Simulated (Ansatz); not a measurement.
# Cr (P6_3/mmc) in Ansatz: notebook

Aim: see how the results for Cr move with the level of theory and the settings. Levels: r2SCAN, revPBE, RPBE. Tasks: band structure.

Program: Ansatz 0.2.0. These are calculated values, not measurements. Logs are shortened: lines on timing, memory, paths and dates and some standing lists are left out, and cuts for length are marked.

## (1) The crystal as given

Symmetry: P6_3/mmc, No. 194, hexagonal system. Conventional cell: a = 2.714 Å, b = 2.714 Å, c = 4.410 Å, α = 90.00°, β = 90.00°, γ = 120.00°. Around Cr (site symmetry -6m2) lie 12 Cr at 2.71 Å.

This isn't the form of Cr at room conditions, which is bcc.

## (2) Band structure, r2SCAN, collinear spin, ferromagnetic start

File input.yaml:

```yaml
crystal:
  lattice:
    - [2.714, 0.0, 0.0]
    - [-1.357, 2.3503929459, 0.0]
    - [0.0, 0.0, 4.41]
  atoms:
    - { symbol: Cr, position: [0.6666666667, 0.3333333333, 0.75], spin: 3.0 }
    - { symbol: Cr, position: [0.3333333333, 0.6666666667, 0.25], spin: 3.0 }
hamiltonian:
  xc: r2scan
  pseudopotentials: { kind: paw }
magnetization:
  spin_polarized: true
kpoints:
  mp_grid: { grid: [11, 11, 6] }
  band_path:
    path:
      - [[0.0, 0.0, 0.0], [0.5, 0.0, 0.0], [0.3333333333, 0.3333333333, 0.0], [0.0, 0.0, 0.0], [0.0, 0.0, 0.5], [0.5, 0.0, 0.5], [0.3333333333, 0.3333333333, 0.5], [0.0, 0.0, 0.5]]
      - [[0.5, 0.0, 0.5], [0.5, 0.0, 0.0]]
      - [[0.3333333333, 0.3333333333, 0.0], [0.3333333333, 0.3333333333, 0.5]]
    npoints: 14
scf:
  occupations: { method: fermi_dirac, width: 0.05 }
  n_extra_bands: 6
output:
  forces: true
  stress: true
  eigenvalues: true
  fatbands: false
```

Potentials or basis: Ansatz PAW.

Started as:

```bash
$ ansatz run input.yaml --threads 2 --pin off --max-ram 5632MiB --backend cpu --events-out ev --progress --plain --runs-dir out
```

Log:

```text
Warning: the band count 20 (scf.n_extra_bands) hosts the net moment |M| = 6.0000 μB (N_el = 28) but caps the reachable moment at 2·n_bands − N_el = 12.0000 μB, below the 21 bands that the automatic rule leaves for it — a moment growing past the seed, or the majority channel's smearing tail, pins there with fewer empty majority states than that count leaves; raise or omit scf.n_extra_bands unless the cap is intended
Warning: RAYON_NUM_THREADS=2 ignored (pool sized by the plan → 2); use --threads N
scf.n_extra_bands = 6 over 14 filled bands (N_el = 28.0): the run solves 20 bands
Engine: ansatz 0.2.0, x86_64-unknown-linux-gnu
Pseudopotentials: kind: paw
Pseudopotential: Cr, paw, valence charge 14, recommended cutoff 500 eV (meta_gga), Cr.paw.azcp
Functional definition: r2SCAN
  parameter k0 = 0.174
  parameter k1 = 0.065
  parameter a1 = 4.9479
  exchange = r2scan_x(k0 = k0, k1 = k1, a1 = a1)
  correlation = r2scan_c
Crystal: 2 atoms, lattice volume = 28.131 Å³
Basis set: ecut = 500 eV, 701 PW (Γ), exchange–correlation on 80×80×144 points (64 copies of the dense FFT grid, shifted against one another)
Bands: 20, of which v1, the nominal top of the filled ones, is band 14 counted from 1 (13 counted from 0)
Symmetry: 24 space group operations
Space group: P63/mmc (ITA 194), of the structure as read, at distance tolerance 3.0e-5 Å
Magnetic group: BNS 194.263 (UNI 1493), of the structure as read, at distance tolerance 3.0e-5 Å
k-points: 64 of 726
Non-local potential: Cr, projectors of the file, l = 0: 3, l = 1: 2, l = 2: 3, l = 3: 1
PAW form: soft (Blöchl's): semilocal exchange-correlation on the pseudo side does not see the compensation charge
PAW frozen core: Cr, regenerated for the run's functional (the file was generated under x = pbe(κ = 0.804, μ = 0.2195149727645171), c = pbe(β = 0.06672455060314922))
PAW one-centre angular grid: Cr, 590 points (default); XC on 160 Gauss nodes
Initial density: superposition of atomic densities (chi_scale 0.1, normalization cell)
Starting moments: Σ|m| = 6 μB on 2 of 2 sites
Initial wavefunctions: pseudopotential atomic-orbital guess
Functional: x = r2scan, c = r2scan; τ floored in thin density (d = 2e-4 eV/Å³)
SCF iter   1: F=—  HF=-6764.893924 eV  |F-HF|=—  |Δ(HF+E_count)|=         —  Δρ=1.30e-1 (↑1.30e-1 ↓5.59e-2)  dr2=7.87e0  dr2_τ=4.52e-2  dr2_m=5.91e-1  M=4.576 μB ∫|m|=4.577 μB  β_m=1.00  ethr=3.10e-3  ⟨swp⟩=3.5  Hψ=9012  notcnv=0
Mixer restart at iter 1: flushing history
preconditioner: auto → none  [metal: Δε(μ)=0.022 eV  Ē_g=5.441 eV  σ=0.050 eV  W_gap=0.11  n_scr=8 (ndim 8)  ℏωp=24.3 eV  f_vac=0.000  D(μ)=1.48/eV (n_scr^D=22)  sad-step TF]
SCF iter   2: F=—  HF=-6763.532288 eV  |F-HF|=—  |Δ(HF+E_count)|=    1.36e0  Δρ=5.55e-2 (↑3.98e-2 ↓5.55e-2)  dr2=2.50e0  dr2_τ=1.97e-2  dr2_m=2.09e-2  M=4.419 μB ∫|m|=4.454 μB  β_m=1.00  ethr=3.10e-3  ⟨swp⟩=2.5  Hψ=5910  notcnv=0  defer=96  κ⁻¹=1.0e0(r=1)
SCF iter   3: F=—  HF=-6763.589516 eV  |F-HF|=—  |Δ(HF+E_count)|=   5.72e-2  Δρ=1.60e-2 (↑1.52e-2 ↓1.60e-2)  dr2=1.84e-1  dr2_τ=3.47e-3  dr2_m=3.13e-3  M=4.338 μB ∫|m|=4.422 μB  β_m=1.00  ethr=3.10e-3  ⟨swp⟩=2.3  Hψ=5156  notcnv=0  defer=96  κ⁻¹=1.2e-1(r=2)
[... 25 lines left out ...]
this state was not tested for a lower state beside it, because the mixer in use, unlike msr1, does not test its closes by its own steps (another_mixer; see scf.mixing.algorithm and scf.lower_state_search)
NSCF: frozen V_eff on 129 k-points
SCF converged after 13 iterations
Magnetization: 4.1120 μB (16.0560 up, 11.9440 down)
Absolute magnetization: 4.1660 μB (∫|ρ↑−ρ↓|, with the PAW one-centre terms)
Spin contamination: 0.0508 ħ² per cell (⟨S²⟩ above its minimum at these occupations)
Per-site moments (μB) at R_I (Å): [(1.961226603599371, 1.1158327308725133), (1.9612266035993706, 1.1158327308725133)]
Free energy (F): -6763.609820 eV
Harris-Foulkes:  -6763.609820 eV  (|F-HF|=1.63e-8)
Internal energy: -6763.591561 eV  (E = F + TS)
E sigma→0 (E₀):  -6763.600690 eV
Entropy (-TS):   -0.018259 eV (-9.130 meV/atom)
Fermi energy:    15.434460 eV
--- Per-component energies (eV) ---
  E_band       = -422.503242
  E_kinetic    = 680.344765
  E_local      = -2700.111634  (includes V_loc(G=0)·N_el)
  E_nonlocal   = 160.421835
  E_hartree    = 1151.683372
  E_xc         = -272.316758
  E_vxc        = -395.918939  (∫ρ·V_xc dr)
  E_paw        = -2406.246996  (= ΣΔE_a)
  E_vpaw       = -495.569513  (= ΣTr[D̂ρ^β])
  E_aug_tail   = 0.000476  (compensation charges beyond the density's cutoff)
  E_vtau       = 24.959972  (kinetic-family band-sum trace: ∫τ·v_τ [+ j·A + Jᵃ·Aᵃ] dr)
  E_ewald      = -3376.821965
  E_core_change = -0.544655  (= ΣΔE_core)
  E_smearing   = -0.018259  (= −TS)
  E_closure    = -0.000000  (closes the sum)
  Σ components = -6763.609820   (vs F -6763.609820, Δ=0.00e0)
--- Forces (eV/Å), atoms counted from 1 ---
  atom   1  Cr     0.00000000     0.00000000     0.00000000
  atom   2  Cr     0.00000000    -0.00000000     0.00000000
  max |Σ_I F_I| component: 3.70e-17 eV/Å
--- Stress (GPa, compression-positive) ---
      -13.282843       0.000000       0.000000
       -0.000000     -13.282843       0.000000
        0.000000       0.000000     -19.597508
  P = ⅓ Tr σ = -15.3877 GPa (-153.877 kbar)
--- Band table (eV; the first three rows and the last of 128) ---
  k-point 0 ↑: bands = ["-60.1871", "-60.0970", "-30.5595", "-30.0587", "-30.0583", "-30.0583", "-29.9885", "-29.9885", "7.5256", "11.1044", "14.0244", "14.0449", "14.0449", "14.4091", "14.4091", "14.6920", "14.6920", "15.3981", "15.9736", "15.9736"]
  k-point 1 ↑: bands = ["-60.1811", "-60.1031", "-30.5266", "-30.0930", "-30.0537", "-30.0537", "-29.9932", "-29.9932", "7.7796", "11.0146", "13.9372", "13.9593", "13.9593", "14.3183", "14.3183", "14.7360", "14.8937", "14.8937", "15.9629", "15.9629"]
  k-point 2 ↑: bands = ["-60.1647", "-60.1196", "-30.4365", "-30.1861", "-30.0409", "-30.0409", "-30.0060", "-30.0060", "8.5032", "10.5422", "13.7273", "13.8167", "13.8901", "13.8901", "14.1218", "14.1218", "15.2775", "15.2775", "15.8736", "15.8736"]
  k-point 63 ↓: bands = ["-57.4315", "-57.4315", "-27.7872", "-27.7872", "-27.6405", "-27.6405", "-27.4412", "-27.4412", "13.8936", "13.8936", "14.7779", "14.7779", "14.9467", "14.9467", "17.3785", "17.3785", "18.6940", "18.6940", "22.3400", "22.3400"]
```

Run time: 57 s. Hardware: 2 threads of Intel Xeon at 2.50GHz (Skylake/Cascade Lake), shared host; peak memory 0.61 GiB.

Results:

```
Free energy            : -6763.6098 eV
Pressure               : -15.4 GPa
Band gap on the k mesh : none (metal or under the smearing width)
Net moment             : 4.11 μB per cell
Absolute moment        : 4.17 μB per cell
Site moments           : Cr +1.96 μB
```

Stress tensor (GPa, compression positive):
```
-13.28   0.00   0.00
  0.00 -13.28   0.00
  0.00   0.00 -19.60
```

Levels at the corners of the path, in eV from the Fermi level:
Spin up:
| point | band 13 | band 14 | band 15 | band 16 | band 17 | band 18 | band 19 | band 20 |
| --- | --- | --- | --- | --- | --- | --- | --- | --- |
| Γ | -1.39 | -1.03 | -1.03 | -0.74 | -0.74 | -0.04 | 0.54 | 0.54 |
| M | -1.70 | -1.55 | -0.99 | 0.80 | 0.87 | 1.05 | 2.38 | 4.06 |
| K | -1.91 | -1.91 | -0.76 | 0.53 | 0.60 | 0.60 | 4.94 | 5.67 |
| Γ | -1.39 | -1.03 | -1.03 | -0.74 | -0.74 | -0.04 | 0.54 | 0.54 |
| A | -1.48 | -1.48 | -1.48 | -1.48 | 0.20 | 0.20 | 0.20 | 0.20 |
| L | -0.62 | -0.62 | 0.09 | 0.09 | 0.98 | 0.98 | 1.99 | 1.99 |
| H | -1.90 | -1.90 | -0.70 | -0.70 | 0.75 | 0.75 | 5.94 | 5.94 |
| A | -1.48 | -1.48 | -1.48 | -1.48 | 0.20 | 0.20 | 0.20 | 0.20 |
| L | -0.62 | -0.62 | 0.09 | 0.09 | 0.98 | 0.98 | 1.99 | 1.99 |
| M | -1.70 | -1.55 | -0.99 | 0.80 | 0.87 | 1.05 | 2.38 | 4.06 |
| K | -1.91 | -1.91 | -0.76 | 0.53 | 0.60 | 0.60 | 4.94 | 5.67 |
| H | -1.90 | -1.90 | -0.70 | -0.70 | 0.75 | 0.75 | 5.94 | 5.94 |
Spin down:
```csv
point,band 8,band 9,band 10,band 11,band 12,band 13,band 14,band 15,band 16,band 17
Γ,-42.78,-7.56,-2.98,0.21,0.81,0.95,0.95,1.40,1.40,2.09
M,-42.85,-2.66,-2.23,-1.89,-0.93,0.76,0.94,1.21,3.47,3.65
K,-42.98,-1.63,-1.63,-1.56,-1.40,0.45,0.45,1.67,2.99,2.99
Γ,-42.78,-7.56,-2.98,0.21,0.81,0.95,0.95,1.40,1.40,2.09
A,-42.82,-5.42,-5.42,-0.03,-0.03,0.92,0.92,0.92,0.92,3.05
L,-42.91,-2.67,-2.67,-0.92,-0.92,1.34,1.34,2.12,2.12,3.58
H,-42.87,-1.27,-1.27,-0.91,-0.91,-0.48,-0.48,1.93,1.93,3.23
A,-42.82,-5.42,-5.42,-0.03,-0.03,0.92,0.92,0.92,0.92,3.05
L,-42.91,-2.67,-2.67,-0.92,-0.92,1.34,1.34,2.12,2.12,3.58
M,-42.85,-2.66,-2.23,-1.89,-0.93,0.76,0.94,1.21,3.47,3.65
K,-42.98,-1.63,-1.63,-1.56,-1.40,0.45,0.45,1.67,2.99,2.99
H,-42.87,-1.27,-1.27,-0.91,-0.91,-0.48,-0.48,1.93,1.93,3.23
```

Caveat: the magnetic or orbital state may not be the lowest; so large a pressure means that the cell lies far from this level's equilibrium, or that cutoff or potentials fall short; the PAW data sets come from PBE, with cores solved anew for the run's functional, which leaves a small shift of forces and pressure.

## (3) Band structure, revPBE, collinear spin, ferromagnetic start

Edit input.yaml of step 2 so:

```diff
@@ -9,3 +9,3 @@
 hamiltonian:
-  xc: r2scan
+  xc: revpbe
   pseudopotentials: { kind: paw }
```

Potentials or basis: Ansatz PAW.

Started as:

```bash
$ ansatz run input.yaml --threads 2 --pin off --max-ram 5632MiB --backend cpu --events-out ev --progress --plain --runs-dir out
```

Log:

```text
Warning: the band count 20 (scf.n_extra_bands) hosts the net moment |M| = 6.0000 μB (N_el = 28) but caps the reachable moment at 2·n_bands − N_el = 12.0000 μB, below the 21 bands that the automatic rule leaves for it — a moment growing past the seed, or the majority channel's smearing tail, pins there with fewer empty majority states than that count leaves; raise or omit scf.n_extra_bands unless the cap is intended
Warning: RAYON_NUM_THREADS=2 ignored (pool sized by the plan → 2); use --threads N
scf.n_extra_bands = 6 over 14 filled bands (N_el = 28.0): the run solves 20 bands
Engine: ansatz 0.2.0, x86_64-unknown-linux-gnu
Pseudopotentials: kind: paw
Pseudopotential: Cr, paw, valence charge 14, recommended cutoff 420 eV (normal), Cr.paw.azcp
Functional definition: revPBE
  parameter kappa = 1.245
  parameter beta = 0.06672455060314922
  exchange = pbe_x(kappa = kappa, mu = beta*pi^2/3)
  correlation = pbe_c(beta = beta)
Crystal: 2 atoms, lattice volume = 28.131 Å³
Basis set: ecut = 420 eV, 549 PW (Γ), exchange–correlation on 40×40×60 points (8 copies of the dense FFT grid, shifted against one another)
Bands: 20, of which v1, the nominal top of the filled ones, is band 14 counted from 1 (13 counted from 0)
Symmetry: 24 space group operations
Space group: P63/mmc (ITA 194), of the structure as read, at distance tolerance 3.0e-5 Å
Magnetic group: BNS 194.263 (UNI 1493), of the structure as read, at distance tolerance 3.0e-5 Å
k-points: 64 of 726
Non-local potential: Cr, projectors of the file, l = 0: 3, l = 1: 2, l = 2: 3, l = 3: 1
PAW form: soft (Blöchl's): semilocal exchange-correlation on the pseudo side does not see the compensation charge
PAW frozen core: Cr, regenerated for the run's functional, and the local potential with it (the file was generated under x = pbe(κ = 0.804, μ = 0.2195149727645171), c = pbe(β = 0.06672455060314922))
PAW one-centre angular grid: Cr, 590 points (default); XC on 64 Gauss nodes
Initial density: superposition of atomic densities (chi_scale 0.1, normalization cell)
Starting moments: Σ|m| = 6 μB on 2 of 2 sites
[... 74 lines left out ...]
WARN: the starting moments were not kept: 1 of 2 ended reversed and 1 kept their direction, counting a site from 0.1 of the cell's largest site moment. The largest reversed, site 1 (counted from 0, in the order of the report's site_moments_mub), started with +3.0 μB and closes at -2.2e0 μB in its sphere. The net magnetisation is 1.1e-5 μB in size, at most 0.1 of the 6 μB that the starting moments add up to as vectors. The SCF closed on another magnetic arrangement than the starting moments describe; that does not show which of the two is lower. This SCF took its magnetisation from a saved state (the deck's checkpoint.read, a session's seed or a resume), or from the single point or search that the run made first, and not from the starting moments. Where the run's atoms have moved since that state, how it is taken is a key of its own (checkpoint.density_extrapolation: follow_atoms, where typed, takes the whole of its magnetisation to them with its atoms, but for some exceptions; the density_extrapolation keyword of a session's seed is the same key). To be rid of a resumed run's state, run its deck in a fresh run directory. To be rid of the state of a single point that the run made first, give starting moments in the input or, where a deck that gives them still makes one, type scf.lower_state_search: off. To try another start, run it without that state.
NSCF: frozen V_eff on 129 k-points
SCF converged after 3 iterations
Magnetization: -0.0000 μB (14.0000 up, 14.0000 down)
Absolute magnetization: 4.7337 μB (∫|ρ↑−ρ↓|, with the PAW one-centre terms)
Spin contamination: 1.8619 ħ² per cell (⟨S²⟩ above its minimum at these occupations)
Per-site moments (μB) at R_I (Å): [(2.195287043999373, 1.1158327308725133), (-2.1952991867366456, 1.1158327308725133)]
Free energy (F): -6760.678982 eV
Harris-Foulkes:  -6760.678982 eV  (|F-HF|=7.08e-10)
Internal energy: -6760.649840 eV  (E = F + TS)
E sigma→0 (E₀):  -6760.664411 eV
Entropy (-TS):   -0.029142 eV (-14.571 meV/atom)
Fermi energy:    15.642187 eV
--- Per-component energies (eV) ---
  E_band       = -382.590215
  E_kinetic    = 681.671610
  E_local      = -2709.035645  (includes V_loc(G=0)·N_el)
  E_nonlocal   = 160.334746
  E_hartree    = 1159.940582
  E_xc         = -277.357752
  E_vxc        = -353.065061  (∫ρ·V_xc dr)
  E_paw        = -2399.309370  (= ΣΔE_a)
  E_vpaw       = -482.377223  (= ΣTr[D̂ρ^β])
  E_aug_tail   = 0.000802  (compensation charges beyond the density's cutoff)
  E_ewald      = -3376.821965
  E_core_change = -0.072849  (= ΣΔE_core)
  E_smearing   = -0.029142  (= −TS)
  E_closure    = 0.000000  (closes the sum)
  Σ components = -6760.678982   (vs F -6760.678982, Δ=0.00e0)
--- Forces (eV/Å), atoms counted from 1 ---
  atom   1  Cr     0.00000000     0.00000000     0.00000000
  atom   2  Cr     0.00000000    -0.00000000     0.00000000
  max |Σ_I F_I| component: 0.00e0 eV/Å
--- Stress (GPa, compression-positive) ---
        0.015502       0.000000       0.000000
        0.000000       0.015502       0.000000
        0.000000       0.000000     -19.672318
  P = ⅓ Tr σ = -6.5471 GPa (-65.471 kbar)
--- Band table (eV; the first three rows and the last of 128) ---
  k-point 0 ↑: bands = ["-56.8411", "-54.5912", "-28.1214", "-27.9543", "-27.9543", "-25.7757", "-25.7757", "-25.7219", "8.3331", "12.0689", "14.5799", "14.5799", "15.5738", "15.6505", "15.6505", "15.9005", "16.5531", "16.5531", "18.3194", "18.3194"]
  k-point 1 ↑: bands = ["-56.8409", "-54.5915", "-28.1155", "-27.9542", "-27.9542", "-25.7759", "-25.7759", "-25.7294", "8.5727", "11.9489", "14.5576", "14.5576", "15.0447", "15.5919", "15.5919", "15.8456", "16.6537", "16.6537", "18.3171", "18.3171"]
  k-point 2 ↑: bands = ["-56.8405", "-54.5920", "-28.1036", "-27.9540", "-27.9540", "-25.7762", "-25.7762", "-25.7447", "9.2456", "11.4159", "14.3011", "14.5204", "14.5204", "15.4796", "15.4796", "15.7106", "16.8572", "16.8572", "18.2971", "18.2971"]
  k-point 63 ↓: bands = ["-56.7773", "-54.5261", "-28.2439", "-28.1715", "-28.0479", "-26.0703", "-25.9984", "-25.6786", "13.0554", "13.2126", "13.7518", "13.9259", "14.0777", "15.1409", "16.4908", "16.5171", "17.4843", "18.2386", "21.0673", "22.0281"]
```

bands.tsv:

```text
[... 150 lines left out ...]
9.440590	-72.418773	-70.167553	-43.856272	-43.849030	-43.689514	-41.682705	-41.675997	-41.319976	-2.274210	-2.237344	-2.222379	-1.746083	-1.709995	-0.439257	0.809882	0.845009	1.816576	2.586008	5.938597	6.931156	-72.418786	-70.167553	-43.856287	-43.849045	-43.689525	-41.682706	-41.675997	-41.319978	-2.274217	-2.237349	-2.222392	-1.746097	-1.709998	-0.439253	0.809880	0.845005	1.816568	2.586001	5.938588	6.931158
```

It took 2 min on 2 threads of Intel Xeon at 2.50GHz (Skylake/Cascade Lake), shared host; peak memory 0.53 GiB.

What came out:

```yaml
Free_energy: -6760.6790 eV
Pressure: -6.5 GPa
Band_gap_on_the_k_mesh: none (metal or under the smearing width)
Net_moment: 0.00 μB per cell
Absolute_moment: 4.73 μB per cell
Site_moments: Cr +2.20, -2.20 μB
```

Levels at the corners of the path, in eV from the Fermi level:
Spin up:
| point | band 10 | band 11 | band 12 | band 13 | band 14 | band 15 | band 16 | band 17 | band 18 | band 19 |
| --- | --- | --- | --- | --- | --- | --- | --- | --- | --- | --- |
| Γ | -3.57 | -1.06 | -1.06 | -0.07 | 0.01 | 0.01 | 0.26 | 0.91 | 0.91 | 2.68 |
| M | -2.87 | -2.68 | -1.20 | -0.75 | -0.04 | 0.31 | 1.09 | 2.70 | 3.19 | 3.20 |
| K | -2.39 | -2.27 | -2.12 | -1.56 | 0.27 | 0.60 | 1.62 | 2.12 | 2.19 | 5.47 |
| Γ | -3.57 | -1.06 | -1.06 | -0.07 | 0.01 | 0.01 | 0.26 | 0.91 | 0.91 | 2.68 |
| A | -4.95 | -1.58 | -1.14 | -1.14 | -0.22 | -0.22 | -0.01 | 1.32 | 1.32 | 2.64 |
| L | -3.43 | -1.96 | -1.26 | -0.32 | 0.40 | 1.07 | 1.39 | 1.93 | 2.60 | 3.19 |
| H | -2.24 | -2.22 | -1.75 | -1.71 | -0.44 | 0.81 | 0.85 | 1.82 | 2.59 | 5.94 |
| A | -4.95 | -1.58 | -1.14 | -1.14 | -0.22 | -0.22 | -0.01 | 1.32 | 1.32 | 2.64 |
| L | -3.43 | -1.96 | -1.26 | -0.32 | 0.40 | 1.07 | 1.39 | 1.93 | 2.60 | 3.19 |
| M | -2.87 | -2.68 | -1.20 | -0.75 | -0.04 | 0.31 | 1.09 | 2.70 | 3.19 | 3.20 |
| K | -2.39 | -2.27 | -2.12 | -1.56 | 0.27 | 0.60 | 1.62 | 2.12 | 2.19 | 5.47 |
| H | -2.24 | -2.22 | -1.75 | -1.71 | -0.44 | 0.81 | 0.85 | 1.82 | 2.59 | 5.94 |
Spin down:
| point | band 12 | band 13 | band 14 | band 15 | band 16 | band 17 |
| --- | --- | --- | --- | --- | --- | --- |
| Γ | -1.06 | -0.07 | 0.01 | 0.01 | 0.26 | 0.91 |
| M | -1.20 | -0.75 | -0.04 | 0.31 | 1.09 | 2.70 |
| K | -2.12 | -1.56 | 0.27 | 0.60 | 1.62 | 2.12 |
| Γ | -1.06 | -0.07 | 0.01 | 0.01 | 0.26 | 0.91 |
| A | -1.14 | -1.14 | -0.22 | -0.22 | -0.01 | 1.32 |
| L | -1.26 | -0.32 | 0.40 | 1.07 | 1.39 | 1.93 |
| H | -1.75 | -1.71 | -0.44 | 0.81 | 0.85 | 1.82 |
| A | -1.14 | -1.14 | -0.22 | -0.22 | -0.01 | 1.32 |
| L | -1.26 | -0.32 | 0.40 | 1.07 | 1.39 | 1.93 |
| M | -1.20 | -0.75 | -0.04 | 0.31 | 1.09 | 2.70 |
| K | -2.12 | -1.56 | 0.27 | 0.60 | 1.62 | 2.12 |
| H | -1.75 | -1.71 | -0.44 | 0.81 | 0.85 | 1.82 |

Caveat: the PAW data sets come from PBE, with cores solved anew for the run's functional, which leaves a small shift of forces and pressure; the starting moments weren't kept.

(Continued in part 2 of 2.)
